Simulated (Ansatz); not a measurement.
**How Ti converges under other mixers and occupations**

Wanted: the cost and the effect of other mixers, smearings and limits on one cell of Ti. The cell (2 atoms) is Ti in the deposited crystal structure (space group P6_3/mmc). Source: COD entry 1532765.

Method: DFT PBE, PAW, plane waves, scalar-relativistic, in Ansatz 0.2.0.

## 1. Starting point

The structure is hexagonal, space group P6_3/mmc (No. 194). Conventional cell: a = 2.906 Å, b = 2.906 Å, c = 4.667 Å, α = 90.00°, β = 90.00°, γ = 120.00°. Ti (site symmetry -6m2) is surrounded by 12 Ti at 2.87 to 2.91 Å.

Coordinates:

```cif
data_structure
_symmetry_space_group_name_H-M 'P6_3/mmc'
_symmetry_Int_Tables_number 194
_cell_length_a 2.9064
_cell_length_b 2.9064
_cell_length_c 4.6667
_cell_angle_alpha 90.000
_cell_angle_beta 90.000
_cell_angle_gamma 120.000
_cell_volume 34.14
loop_
_atom_site_label
_atom_site_type_symbol
_atom_site_symmetry_multiplicity
_atom_site_Wyckoff_symbol
_atom_site_fract_x
_atom_site_fract_y
_atom_site_fract_z
_atom_site_occupancy
Ti1 Ti 2 c 0.33333 0.66667 0.25000 1
```

Atoms are counted from 1 in the order of input.yaml (Ti2 and so on).

After the default run come: Broyden, β 0.1, history 16, no preconditioner; MSR1 mixing, preconditioner Kerker; fixed occupations; Broyden, β 0.5, preconditioner local Kerker; Anderson, β 0.5, history 2, no preconditioner; linear mixing, β 0.5, no preconditioner; iteration limit 15.

The search for lower states is off throughout, and inputs that name a mixer don't switch to direct minimisation unless they say so. Spin polarisation is off.

## 2. Default SCF settings

File input.yaml:

```yaml
crystal:
  lattice:
    - [2.90640163, 0.0, 0.0]
    - [-1.45320082, 2.51701765, 0.0]
    - [0.0, 0.0, 4.6667]
  atoms:
    - { symbol: Ti, position: [0.33333333, 0.66666667, 0.25] }
    - { symbol: Ti, position: [0.66666667, 0.33333333, 0.75] }
hamiltonian:
  xc: pbe
  pseudopotentials: { kind: paw }
basis:
  ecutwfc: 420
kpoints:
  mp_grid: { grid: [12, 12, 7] }
scf:
  occupations: { method: fermi_dirac, width: 0.1 }
  lower_state_search: "off"
output:
  forces: true
  stress: true
  write_density: true
  write_potential: true
  elf: true
  volumetric_format: npy
```

On the command line:

```
> ansatz run input.yaml --threads 2 --pin off --max-ram 5120MiB --backend cpu --events-out ev --progress --plain --runs-dir out
```

Log:

```text
Engine: ansatz 0.2.0, aarch64-unknown-linux-gnu
Pseudopotentials: kind: paw
Pseudopotential: Ti, paw, valence charge 12, recommended cutoff 420 eV (normal), Ti.paw.azcp
Functional definition: PBE
  parameter kappa = 0.804
  parameter beta = 0.06672455060314922
  exchange = pbe_x(kappa = kappa, mu = beta*pi^2/3)
  correlation = pbe_c(beta = beta)
Crystal: 2 atoms, lattice volume = 34.139 Å³
Basis set: ecut = 420 eV, 687 PW (Γ), exchange–correlation on 40×40×64 points (8 copies of the dense FFT grid, shifted against one another)
Bands: 16, of which v1, the nominal top of the filled ones, is band 12 counted from 1 (11 counted from 0)
Symmetry: 24 space group operations
Space group: P63/mmc (ITA 194), of the structure as read, at distance tolerance 3.2e-5 Å
k-points: 76 of 1008
Non-local potential: Ti, projectors of the file, l = 0: 3, l = 1: 2, l = 2: 3, l = 3: 1
PAW form: soft (Blöchl's): semilocal exchange-correlation on the pseudo side does not see the compensation charge
PAW one-centre angular grid: Ti, 590 points (default); XC on 64 Gauss nodes
Initial density: superposition of atomic densities (neutral atoms: chi_scale 0, normalization atom), corrected by the library's trained network
Initial wavefunctions: pseudopotential atomic-orbital guess
Functional: x = pbe(κ = 0.804, μ = 0.2195149727645171), c = pbe(β = 0.06672455060314922)
SCF iter   1: F=—  HF=-4999.363274 eV  |F-HF|=—  |Δ(HF+E_count)|=         —  Δρ=4.03e-3  dr2=2.27e-3  ethr=1.77e-3  ⟨swp⟩=3.6  Hψ=4925  notcnv=0
preconditioner: auto → none  [metal: Δε(μ)=0.011 eV  Ē_g=2.876 eV  σ=0.100 eV  W_gap=0.03  n_scr=8 (ndim 8)  ℏωp=18.0 eV  f_vac=0.000  D(μ)=2.19/eV (n_scr^D=22)  sad-step TF]
SCF iter   2: F=—  HF=-4999.362926 eV  |F-HF|=—  |Δ(HF+E_count)|=   3.48e-4  Δρ=2.13e-3  dr2=6.81e-4  ethr=9.46e-6  ⟨swp⟩=1.0  Hψ=1829  notcnv=0
SCF iter   3: F=—  HF=-4999.363175 eV  |F-HF|=—  |Δ(HF+E_count)|=   2.48e-4  Δρ=2.49e-4  dr2=8.95e-6  ethr=2.84e-6  ⟨swp⟩=2.3  Hψ=1724  notcnv=0
SCF iter   4: F=—  HF=-4999.363191 eV  |F-HF|=—  |Δ(HF+E_count)|=   1.68e-5  Δρ=6.72e-5  dr2=1.34e-6  ethr=3.73e-8  ⟨swp⟩=2.2  Hψ=2074  notcnv=0
iter 5 did not close the SCF: its close was put off for the readings that it lacked (scf_convergence_deferred on its scf_iter line)
SCF iter   5: F=-4999.363191 eV  HF=-4999.363191 eV  |F-HF|=1.16e-10  |Δ(HF+E_count)|=   4.21e-7  Δρ=8.64e-6  dr2=1.62e-8  ethr=5.58e-9  ⟨swp⟩=2.2  Hψ=1963  notcnv=0
SCF iter   6: F=-4999.363191 eV  HF=-4999.363191 eV  |F-HF|=5.91e-11  |Δ(HF+E_count)|=   4.29e-9  Δρ=5.93e-7  dr2=4.23e-11  ethr=6.74e-11  ⟨swp⟩=3.5  Hψ=6007  notcnv=0
the search or the solves at the SCF's close seem to have found levels that the self-consistency loop had missed (the run counts 1). By its estimate they hold 2.57e-11 electrons. The energies and the density leave them out; if the run goes on with those levels, later outputs use occupations computed again with them
SCF 1 converged in 6 iterations: F = -4999.363191 eV  dr2 = 4.23e-11
SCF converged after 6 iterations
Free energy (F): -4999.363191 eV
Harris-Foulkes:  -4999.363191 eV  (|F-HF|=5.91e-11)
Internal energy: -4999.287175 eV  (E = F + TS)
E sigma→0 (E₀):  -4999.325183 eV
Entropy (-TS):   -0.076016 eV (-38.008 meV/atom)
Fermi energy:    13.632968 eV
--- Per-component energies (eV) ---
  E_band       = -307.655759
  E_kinetic    = 545.730315
  E_local      = -1606.395958  (includes V_loc(G=0)·N_el)
  E_nonlocal   = 16.189353
  E_hartree    = 661.534924
  E_xc         = -195.242474
  E_vxc        = -244.291599  (∫ρ·V_xc dr)
  E_paw        = -2095.285398  (= ΣΔE_a)
  E_vpaw       = -341.957786  (= ΣTr[D̂ρ^β])
  E_aug_tail   = 0.000219  (compensation charges beyond the density's cutoff)
  E_ewald      = -2325.818156
  E_smearing   = -0.076016  (= −TS)
  E_closure    = 0.000000  (closes the sum)
  Σ components = -4999.363191   (vs F -4999.363191, Δ=0.00e0)
--- Forces (eV/Å), atoms counted from 1 ---
  atom   1  Ti     0.00000000     0.00000000     0.00000000
  atom   2  Ti    -0.00000000    -0.00000000     0.00000000
  max |Σ_I F_I| component: 7.40e-17 eV/Å
--- Stress (GPa, compression-positive) ---
        2.814035       0.000000       0.000000
        0.000000       2.814035       0.000000
        0.000000       0.000000       1.277736
  P = ⅓ Tr σ = 2.3019 GPa (23.019 kbar)
--- Band table (eV; the first three rows and the last of 76) ---
  k-point 0: bands = ["-43.1155", "-42.9745", "-19.7262", "-19.0556", "-19.0556", "-18.9931", "-18.9563", "-18.9563", "7.4334", "10.9256", "14.3407", "14.4621", "14.4621", "14.4831", "14.9515", "14.9515"]
  k-point 1: bands = ["-43.1086", "-42.9816", "-19.6913", "-19.0507", "-19.0507", "-19.0309", "-18.9612", "-18.9612", "7.6047", "10.8318", "14.0763", "14.3894", "14.3963", "14.3963", "14.8653", "14.8653"]
  k-point 2: bands = ["-43.0893", "-43.0013", "-19.5928", "-19.1360", "-19.0370", "-19.0370", "-18.9751", "-18.9751", "8.0983", "10.4491", "13.6754", "14.1398", "14.3183", "14.3183", "14.6667", "14.6667"]
  k-point 75: bands = ["-42.9529", "-42.9529", "-19.5326", "-19.5326", "-19.3871", "-19.3357", "-19.1041", "-19.1041", "12.3449", "12.4349", "12.5524", "12.5524", "13.4704", "13.4704", "15.2204", "15.5501"]
```

Run time: 1.3 s. Hardware: 2 threads of Arm Neoverse V2, shared host; peak memory 0.32 GiB.

With the default settings (MSR1 mixing, preconditioner none) the run converges in 6 iterations, with no gap on the k-mesh.

Density in a lattice plane of the grid's cell (edges 2.91 and 4.67 Å, at 0.333 of the third edge), which holds Ti.

Values in e/Å³, 12 rows by 8 columns:
```
0.20 0.18 0.19 0.24 0.54 1.16 0.99 0.38
0.31 0.20 0.21 0.54 3.22 6.96 6.08 1.84
0.41 0.20 0.23 0.95 5.71 9.94 9.19 3.55
0.31 0.20 0.21 0.54 3.22 6.96 6.08 1.84
0.20 0.18 0.19 0.24 0.54 1.16 0.99 0.38
0.18 0.18 0.18 0.19 0.21 0.25 0.24 0.20
0.20 0.22 0.22 0.20 0.20 0.21 0.21 0.20
0.31 0.46 0.41 0.27 0.23 0.22 0.22 0.23
0.41 0.77 0.66 0.34 0.24 0.23 0.23 0.26
0.31 0.46 0.41 0.27 0.23 0.22 0.22 0.23
0.20 0.22 0.22 0.20 0.20 0.21 0.21 0.20
0.18 0.18 0.18 0.19 0.21 0.25 0.24 0.20
```
Columns run along the first of these edges and rows up along the second, over one cell in 8 and 12 even steps from the bottom left corner. Atoms in the plane (fractional): Ti at (0.67, 0.75).

ELF in the same plane.

Ten even steps from ' ' (0.03) to '@' (0.71):
```
--++****==::....::----::....
..==++++--..::==**####++--..
..::====::..==##%%%%%%%%**--
....----..::**%%++::--##%%++
::..--::..--####--    ++%%**
....----..::**%%++::--##%%++
..::====::..==##%%%%%%%%**--
..==++++--..::==**####++--..
--++****==::....::----::....
====++++====--::::::::::::--
--::::::::--==++********++==
..........::--**%%@@@@##++--
............--++%%@@@@##==::
..::----::..::++%%@@@@##--..
::--====--..::==%%@@@@##--..
..::----::..::++%%@@@@##--..
............--++%%@@@@##==::
..........::--**%%@@@@##++--
--::::::::--==++********++==
====++++====--::::::::::::--
```
Columns run along the first of these edges and rows up along the second, over one cell in 14 and 20 even steps from the bottom left corner. Atoms in the plane (fractional): Ti at (0.67, 0.75).

Both are smooth fields of the valence electrons: close to the nuclei they are not physical.

Maxima of ELF outside the ion cores: 0.77 between the atoms, 2.0 Å from Ti.

## 3. Broyden, β 0.1, history 16, no preconditioner

Edit input.yaml of step 2 so:

```diff
@@ -18,2 +18,5 @@
   lower_state_search: "off"
+  algorithm: density_mixing
+  max_iter: 50
+  mixing: { algorithm: broyden, ndim: 16, beta: 0.1, preconditioner: none }
 output:
@@ -21,5 +24 @@
   stress: true
-  write_density: true
-  write_potential: true
-  elf: true
-  volumetric_format: npy
```

On the command line:

```
> ansatz run input.yaml --threads 2 --pin off --max-ram 5120MiB --backend cpu --events-out ev --progress --plain --runs-dir out
```

Log, shortened:

```text
[... 20 lines as in an earlier run ...]
SCF iter   1: F=—  HF=-4999.363290 eV  |F-HF|=—  |Δ(HF+E_count)|=         —  Δρ=4.03e-3  dr2=2.27e-3  ethr=1.77e-3  ⟨swp⟩=3.6  Hψ=4925  notcnv=0
[...]
SCF iter   6: F=-4999.363191 eV  HF=-4999.363191 eV  |F-HF|=2.53e-8  |Δ(HF+E_count)|=   4.02e-6  Δρ=2.19e-5  dr2=6.57e-8  ethr=4.17e-10  ⟨swp⟩=2.8  Hψ=4806  notcnv=0
[...]
SCF converged after 6 iterations
Stability not checked: this state was not tested for a lower state beside it, because the mixer in use, unlike msr1, does not test its closes by its own steps (another_mixer; see scf.mixing.algorithm and scf.lower_state_search)
Free energy (F): -4999.363191 eV
[...]
E sigma→0 (E₀):  -4999.325183 eV
Entropy (-TS):   -0.076017 eV (-38.008 meV/atom)
Fermi energy:    13.632972 eV
[... 24 lines left out: energy terms, forces, stress ...]
```

Run time: 0.98 s. Hardware: 2 threads of Arm Neoverse V2, shared host; peak memory 0.31 GiB.

6 iterations, as in the default run; the same free energy.

## 4. MSR1 mixing, preconditioner Kerker

Edit input.yaml of step 3 so:

```diff
@@ -20,3 +20,3 @@
   max_iter: 50
-  mixing: { algorithm: broyden, ndim: 16, beta: 0.1, preconditioner: none }
+  mixing: { algorithm: msr1, preconditioner: kerker }
 output:
```

On the command line:

```
> ansatz run input.yaml --threads 2 --pin off --max-ram 5120MiB --backend cpu --events-out ev --progress --plain --runs-dir out
```

Log, shortened:

```text
[... 20 lines as in an earlier run ...]
SCF iter   1: F=—  HF=-4999.363274 eV  |F-HF|=—  |Δ(HF+E_count)|=         —  Δρ=4.03e-3  dr2=2.27e-3  ethr=1.77e-3  ⟨swp⟩=3.6  Hψ=4925  notcnv=0
[...]
SCF iter   6: F=-4999.363191 eV  HF=-4999.363191 eV  |F-HF|=4.12e-10  |Δ(HF+E_count)|=   1.88e-8  Δρ=4.20e-6  dr2=4.38e-9  ethr=4.17e-10  ⟨swp⟩=3.0  Hψ=3411  notcnv=0
[...]
SCF converged after 6 iterations
Free energy (F): -4999.363191 eV
[...]
E sigma→0 (E₀):  -4999.325183 eV
Entropy (-TS):   -0.076016 eV (-38.008 meV/atom)
Fermi energy:    13.632984 eV
[... 24 lines left out: energy terms, forces, stress ...]
```

Wall time 0.92 s (2 threads of Arm Neoverse V2, shared host); peak memory 0.31 GiB.

The count stays at 6. Against the default run: the same free energy.

## 5. Fixed occupations

Edit input.yaml of step 4 so:

```diff
@@ -16,7 +16,5 @@
 scf:
-  occupations: { method: fermi_dirac, width: 0.1 }
+  occupations: { method: fixed }
   lower_state_search: "off"
-  algorithm: density_mixing
   max_iter: 50
-  mixing: { algorithm: msr1, preconditioner: kerker }
 output:
```

On the command line:

```
> ansatz run input.yaml --threads 2 --pin off --max-ram 5120MiB --backend cpu --events-out ev --progress --plain --runs-dir out
```

Log, shortened:

```text
[... 20 lines as in an earlier run ...]
SCF iter   1: F=—  HF=-4999.240884 eV  |F-HF|=—  |Δ(HF+E_count)|=         —  Δρ=6.14e-3  dr2=4.63e-3  ethr=1.77e-3  ⟨swp⟩=3.2  Hψ=4929  notcnv=0  defer=127
[...]
SCF iter   6: F=-4999.240581 eV  HF=-4999.240581 eV  |F-HF|=2.41e-8  |Δ(HF+E_count)|=   3.84e-8  Δρ=1.08e-5  dr2=3.19e-8  ethr=4.17e-10  ⟨swp⟩=4.7  Hψ=4362  notcnv=0
WARN: a fill by count may have filled part of one level: at k-index 0 the highest filled band, 14.475951 eV, and the lowest empty band, 14.475951 eV, stand 1.776e-15 eV apart, within the solve's uncertainty, 3.162e-4 eV. If they are one level, whatever splits it, however little, can move [...]
SCF converged after 6 iterations
Free energy (F): -4999.240581 eV
[...]
E sigma→0 (E₀):  -4999.240581 eV
Fermi energy:    14.475951 eV
[...]
--- Forces (eV/Å), atoms counted from 1 ---
  atom   1  Ti     0.00000000     0.00000000     0.00000000
  atom   2  Ti    -0.00000000    -0.00000000     0.00000000
[...]
--- Stress (GPa, compression-positive) ---
        1.829235       0.000000       0.000000
        0.000000       1.829235       0.000000
        0.000000       0.000000       2.888413
  P = ⅓ Tr σ = 2.1823 GPa (21.823 kbar)
--- Band table (eV; the first three rows and the last of 76) ---
  k-point 0: bands = ["-43.0953", "-42.9540", "-19.7132", "-19.0342", "-19.0342", "-18.9791", "-18.9347", "-18.9347", "7.4342", "10.9269", "14.3406", "14.4760", "14.4760", "14.4891", "14.9662", "14.9662"]
[...]
```

Run time: 1.2 s. Hardware: 2 threads of Arm Neoverse V2, shared host; peak memory 0.31 GiB.

The count stays at 6. Against the default run: free energy shifted by +61.3 meV/atom, zero-width estimate shifted by +42.3 meV/atom, but the bands overlap, so whole fillings don't suit this cell, pressure 2.2 GPa against 2.3.

## 6. Broyden, β 0.5, preconditioner local Kerker

Edit input.yaml of step 5 so:

```diff
@@ -16,5 +16,7 @@
 scf:
-  occupations: { method: fixed }
+  occupations: { method: fermi_dirac, width: 0.1 }
   lower_state_search: "off"
+  algorithm: density_mixing
   max_iter: 50
+  mixing: { algorithm: broyden, beta: 0.5, preconditioner: local_kerker }
 output:
```

On the command line:

```
> ansatz run input.yaml --threads 2 --pin off --max-ram 5120MiB --backend cpu --events-out ev --progress --plain --runs-dir out
```

Log, shortened:

```text
[... 20 lines as in an earlier run ...]
SCF iter   1: F=—  HF=-4999.363290 eV  |F-HF|=—  |Δ(HF+E_count)|=         —  Δρ=4.03e-3  dr2=2.27e-3  ethr=1.77e-3  ⟨swp⟩=3.6  Hψ=4925  notcnv=0
[...]
SCF iter   5: F=-4999.363191 eV  HF=-4999.363191 eV  |F-HF|=5.17e-8  |Δ(HF+E_count)|=   2.60e-9  Δρ=2.34e-5  dr2=5.30e-8  ethr=4.17e-10  ⟨swp⟩=3.9  Hψ=3742  notcnv=0
[...]
SCF converged after 5 iterations
[... 1 line as in an earlier run ...]
Free energy (F): -4999.363191 eV
[...]
E sigma→0 (E₀):  -4999.325183 eV
Entropy (-TS):   -0.076017 eV (-38.008 meV/atom)
Fermi energy:    13.632924 eV
[... 24 lines left out: energy terms, forces, stress ...]
```

Run time: 0.85 s. Hardware: 2 threads of Arm Neoverse V2, shared host; peak memory 0.31 GiB.

Compared with step 2: the same free energy; 5 iterations in place of 6.

## 7. Anderson, β 0.5, history 2, no preconditioner

Edit input.yaml of step 6 so:

```diff
@@ -20,3 +20,3 @@
   max_iter: 50
-  mixing: { algorithm: broyden, beta: 0.5, preconditioner: local_kerker }
+  mixing: { algorithm: anderson, ndim: 2, beta: 0.5, preconditioner: none }
 output:
```

On the command line:

```
> ansatz run input.yaml --threads 2 --pin off --max-ram 5120MiB --backend cpu --events-out ev --progress --plain --runs-dir out
```

Log, shortened:

```text
[... 20 lines as in an earlier run ...]
SCF iter   1: F=—  HF=-4999.363274 eV  |F-HF|=—  |Δ(HF+E_count)|=         —  Δρ=4.03e-3  dr2=2.27e-3  ethr=1.77e-3  ⟨swp⟩=3.6  Hψ=4925  notcnv=0
[...]
SCF iter   7: F=-4999.363191 eV  HF=-4999.363191 eV  |F-HF|=5.04e-8  |Δ(HF+E_count)|=   2.07e-7  Δρ=2.21e-5  dr2=4.98e-8  ethr=4.17e-10  ⟨swp⟩=3.6  Hψ=3516  notcnv=0
[...]
SCF converged after 7 iterations
[... 1 line as in an earlier run ...]
Free energy (F): -4999.363191 eV
[...]
E sigma→0 (E₀):  -4999.325183 eV
Entropy (-TS):   -0.076017 eV (-38.008 meV/atom)
Fermi energy:    13.633013 eV
[... 24 lines left out: energy terms, forces, stress ...]
```

It took 1 s on 2 threads of Arm Neoverse V2, shared host; peak memory 0.31 GiB.

Compared with step 2: the same free energy; 7 iterations in place of 6.

## 8. Linear mixing, β 0.5, no preconditioner

Edit input.yaml of step 7 so:

```diff
@@ -20,3 +20,3 @@
   max_iter: 50
-  mixing: { algorithm: anderson, ndim: 2, beta: 0.5, preconditioner: none }
+  mixing: { algorithm: anderson, ndim: 1, beta: 0.5, preconditioner: none }
 output:
```

On the command line:

```
> ansatz run input.yaml --threads 2 --pin off --max-ram 5120MiB --backend cpu --events-out ev --progress --plain --runs-dir out
```

Log, shortened:

```text
[... 20 lines as in an earlier run ...]
SCF iter   1: F=—  HF=-4999.363274 eV  |F-HF|=—  |Δ(HF+E_count)|=         —  Δρ=4.03e-3  dr2=2.27e-3  ethr=1.77e-3  ⟨swp⟩=3.6  Hψ=4925  notcnv=0
[...]
SCF iter   8: F=-4999.363191 eV  HF=-4999.363191 eV  |F-HF|=1.27e-7  |Δ(HF+E_count)|=   3.52e-7  Δρ=3.29e-5  dr2=9.56e-8  ethr=4.17e-10  ⟨swp⟩=3.0  Hψ=3399  notcnv=0
[...]
SCF converged after 8 iterations
[... 1 line as in an earlier run ...]
Free energy (F): -4999.363191 eV
[...]
E sigma→0 (E₀):  -4999.325182 eV
Entropy (-TS):   -0.076018 eV (-38.009 meV/atom)
Fermi energy:    13.632969 eV
[... 24 lines left out: energy terms, forces, stress ...]
```

Run time: 1 s. Hardware: 2 threads of Arm Neoverse V2, shared host; peak memory 0.31 GiB.

It takes 8 iterations (default 6). Against the default run: the same free energy.

## 9. Iteration limit 15

Edit input.yaml of step 8 so:

```diff
@@ -18,5 +18,3 @@
   lower_state_search: "off"
-  algorithm: density_mixing
-  max_iter: 50
-  mixing: { algorithm: anderson, ndim: 1, beta: 0.5, preconditioner: none }
+  max_iter: 15
 output:
```

On the command line:

```
> ansatz run input.yaml --threads 2 --pin off --max-ram 5120MiB --backend cpu --events-out ev --progress --plain --runs-dir out
```

Log, shortened:

```text
[... 20 lines as in an earlier run ...]
SCF iter   1: F=—  HF=-4999.363274 eV  |F-HF|=—  |Δ(HF+E_count)|=         —  Δρ=4.03e-3  dr2=2.27e-3  ethr=1.77e-3  ⟨swp⟩=3.6  Hψ=4925  notcnv=0
[...]
SCF iter   6: F=-4999.363191 eV  HF=-4999.363191 eV  |F-HF|=5.91e-11  |Δ(HF+E_count)|=   4.29e-9  Δρ=5.92e-7  dr2=4.23e-11  ethr=6.74e-11  ⟨swp⟩=1.5  Hψ=3903  notcnv=0
[...]
SCF converged after 6 iterations
Free energy (F): -4999.363191 eV
[...]
E sigma→0 (E₀):  -4999.325183 eV
Entropy (-TS):   -0.076016 eV (-38.008 meV/atom)
Fermi energy:    13.632968 eV
[... 24 lines left out: energy terms, forces, stress ...]
```

It took 0.98 s on 2 threads of Arm Neoverse V2, shared host; peak memory 0.32 GiB.

6 iterations, as in the default run; the same free energy.

## 10. The runs side by side

| step | settings | iterations | time | against the default run |
| --- | --- | --- | --- | --- |
| 2 | default SCF settings | 6 | 1.3 s | reference |
| 3 | Broyden, β 0.1, history 16, no preconditioner | 6 | 0.98 s | the same free energy |
| 4 | MSR1 mixing, preconditioner Kerker | 6 | 0.92 s | the same free energy |
| 5 | fixed occupations | 6 | 1.2 s | free energy shifted by +61.3 meV/atom, zero-width estimate shifted by +42.3 meV/atom, but the bands overlap, so whole fillings don't suit this cell, pressure 2.2 GPa against 2.3 |
| 6 | Broyden, β 0.5, preconditioner local Kerker | 5 | 0.85 s | the same free energy |
| 7 | Anderson, β 0.5, history 2, no preconditioner | 7 | 1 s | the same free energy |
| 8 | linear mixing, β 0.5, no preconditioner | 8 | 1 s | the same free energy |
| 9 | iteration limit 15 | 6 | 0.98 s | the same free energy |

Decimal logarithm of the largest residual (eV) by iteration, counted through all cycles of a run:

| iteration | step 2 | step 3 | step 4 | step 5 | step 6 | step 7 | step 8 | step 9 |
| --- | --- | --- | --- | --- | --- | --- | --- | --- |
| 1 | -2.6 | -2.6 | -2.6 | -2.3 | -2.6 | -2.6 | -2.6 | -2.6 |
| 2 | -3.2 | -2.8 | -3.2 | -3.2 | -3.3 | -3.6 | -3.6 | -3.2 |
| 3 | -5.0 | -3.8 | -4.5 | -4.4 | -4.5 | -4.3 | -4.2 | -5.0 |
| 4 | -5.9 | -4.4 | -5.7 | -6.1 | -6.2 | -5.1 | -4.8 | -5.9 |
| 5 | -7.8 | -4.8 | -6.8 | -6.7 | -7.3 | -5.9 | -5.3 | -7.8 |
| 6 | -10.4 | -7.2 | -8.4 | -7.5 | - | -6.6 | -5.9 | -10.4 |
| 7 | - | - | - | - | - | -7.3 | -6.5 | - |
| 8 | - | - | - | - | - | - | -7.0 | - |

## 11. Summary of results

| quantity | value |
| --- | --- |
| default run | 6 iterations, with no gap on the k-mesh |
| fewest iterations to that state among the runs shown | 5 (Broyden, β 0.5, preconditioner local Kerker) |
| most iterations to it | 8 (linear mixing, β 0.5, no preconditioner) |
| runs that end in another state, among changes of path alone | 0 |
| largest shift of the free energy by occupations, cutoff, mesh or field | +61.3 meV/atom (fixed occupations) |

In words: 7 runs solve the same problem and reach the default's state, in 5 to 8 iterations: there the settings change the path, not the answer. Occupations, cutoff, mesh and fields change the problem that is solved, not just the path; the largest shift here is that of “fixed occupations”. Other settings tried on this cell gave no result: unknown mixer pulay2 (input refused). Counts include iterations that the program adds to test a close, so a difference of one or two ranks nothing. The starting density is a sum of atomic densities corrected by a trained network, so it is already close to self-consistency.
